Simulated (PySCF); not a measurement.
Unrelated species, one level of theory. Method used: TDDFT CAM-B3LYP/def2-SVPD, vertical, gas phase, core orbitals frozen in the response in PySCF 2.14.0, density-fitted response routines. Geometries: GFN2-xTB; one conformer of each isolated species. Triplets are in the Tamm–Dancoff approximation. 'Strongest' means the level of largest summed f among the lowest 8 singlets; it needn't be the same kind of state in each.

Question: Rank by computed LUMO energy, highest first.
A. `C=CCC`
B. `Cc1[nH]nnc1[SiH3]`
C. `C/C=C/C`
D. `CC1=CN([SiH3])N=N1`
E. `CPC(C)C`

Answer: C (1.65 eV), A (1.40 eV), E (1.25 eV), B (0.89 eV), D (0.77 eV).

```
           SMILES  LUMO (eV)  T1 (eV)  strongest (eV)  HOMO (eV)  first f ≥ 0.01 (nm)  f (S1)      S1 mainly
          C/C=C/C       1.65     4.45            7.38      -8.27                  168   0.004      H→L (95%)
            C=CCC       1.40     4.51            7.53      -8.78                  169   0.071    H→L+1 (43%)
          CPC(C)C       1.25     5.36            6.60      -8.08                  195   0.036      H→L (83%)
Cc1[nH]nnc1[SiH3]       0.89     4.56            7.01      -8.67                  190   0.008  H-1→L+1 (76%)
 Cc1cn([SiH3])nn1       0.77     4.33            6.26      -8.55                  198   0.005    H-1→L (67%)
```

H and L stand for HOMO and LUMO.
